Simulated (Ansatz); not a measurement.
SnO under strain — ¹⁷O NMR of the central transition

Cell: an entry of the Crystallography Open Database (COD), relaxed with PBE at fixed cell and then changed (z compressed by 3 %, ions relaxed).

```
Sn O
1.0
     2.50000   -2.86000    0.00000
     2.50000    2.86000    0.00000
     0.00000    0.00000   10.78640
Sn O
4 4
Cartesian
  0.0000 0.0000 -0.1198
  0.0000 0.0000 5.2734
  2.5000 0.0008 2.8918
  2.5000 -0.0008 8.2850
  3.7499 -1.4301 4.0827
  1.2501 1.4301 9.4759
  1.2501 -1.4301 4.0827
  3.7499 1.4301 9.4759
```

Sites (sets of like atoms) are named by element and the number of their first atom in this list.

Method: Kohn–Sham DFT in Ansatz, PBE, plane waves and PAW, scalar-relativistic, 420 eV cutoff, Γ-centred 8×8×3 k-points, Fermi–Dirac smearing 0.02 eV.

¹⁷O has I = 5/2 and Q = -25.58 mb (Pyykkö 2018); at 7.05 T its Larmor frequency is ν₀ = 40.7 MHz. Only the quadrupole interaction is simulated: positions count from each site's isotropic chemical shift, and J coupling is left out, as are shift anisotropy and dipolar coupling, which fast spinning averages.

Task: Simulate the second-order pattern (fast magic-angle spinning, Gaussian broadening 0.08 kHz) of site O (4 Sn at 2.24 Å).

Result: The calculation gives C_Q = 3.09 MHz and η = 0.43, so ν_Q = 0.464 MHz and the centre of gravity lies at -36.8 ppm (-1.50 kHz).

(offset (kHz), height): (-3.792, 0), (-3.626, 5), (-3.460, 8), (-3.294, 9), (-3.128, 9), (-2.961, 10), (-2.795, 18), (-2.629, 33), (-2.463, 37), (-2.297, 43), (-2.130, 60), (-1.964, 100), (-1.798, 72), (-1.632, 66), (-1.466, 66), (-1.299, 70), (-1.133, 86), (-0.967, 90), (-0.801, 66), (-0.635, 56), (-0.468, 50), (-0.302, 45), (-0.136, 15), (0.030, 0)

Without spin–orbit coupling (the program notes it for Sn) the gradients can shift somewhat, as the gap is small. With a gap of 0.4 eV on this mesh, the gradients can still move by some per cent as the k-mesh gets denser. The database positions were far from equilibrium, so the relaxed structure may not be the compound's real one.

The relaxation (4 steps) took 52 s of wall time (50 s of CPU time) and 0.59 GiB at its peak, on 1 thread of Intel Xeon 6975P-C (Granite Rapids) (x86_64; 16 cores open to the job, memory cap 3.0 GiB, no GPU), a shared host with a load of 0.5 a core.
